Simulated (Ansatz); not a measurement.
Consider the formal exchange of groups at a Mg–C bond: `C[CH2][Mg][OH]` + `[SiH3]OCS` → `[OH][Mg][O][SiH3]` + `CCCS`.

Program: Ansatz. Geometries: PBE0-D4/def2-TZVP. ΔE: electronic, gas phase. CCSD(T)/CBS is the MP2 limit (def2-TZVPP, def2-QZVPP) plus CCSD(T) − MP2 in def2-TZVPP, frozen cores. Functionals use def2-TZVPP. B3LYP here is the variant with VWN-RPA as its local correlation; programs differ in this. For Mg outer-core shells are correlated without core-valence functions, which leaves a few kJ/mol of doubt a bond. Each species was taken in one conformer, which may not be the lowest.

| level | ΔE (kJ/mol) | difference from CCSD(T)/CBS |
| --- | --- | --- |
| PBE-D4 | -214.4 | 26.8 |
| r2SCAN-D4 | -235.5 | 5.7 |
| B3LYP-D4 | -227.3 | 13.9 |
| ωB97X-V | -232.3 | 8.9 |
| ωB97M-V | -229.6 | 11.6 |
| B2PLYP | -233.6 | 7.6 |
| r2SCAN | -235.1 | 6.1 |
| HF/def2-TZVPP | -246.1 | -4.9 |
| MP2/def2-TZVPP | -246.4 | -5.2 |
| CCSD/def2-TZVPP | -239.5 | 1.7 |
| CCSD(T)/def2-TZVPP | -236.5 | 4.7 |
| HF/def2-QZVPP | -249.2 | -8.0 |
| MP2/def2-QZVPP | -250.2 | -9.0 |
| HF/CBS(def2) | -249.7 | -8.5 |
| MP2/CBS(def2) | -251.1 | -9.9 |
| CCSD/CBS(def2) | -244.2 | -3.0 |
| CCSD(T)/CBS | -241.2 | 0 |

Largest T1 diagnostic among the species: 0.012.

From PBE to PBE0 (25 % exact exchange), in def2-TZVPP and without D4, ΔE moves by −12.3 kJ/mol.

CCSD(T)/CBS has its own doubt, a few kJ/mol and more with outer-core shells, so smaller differences from it don't rank the levels.
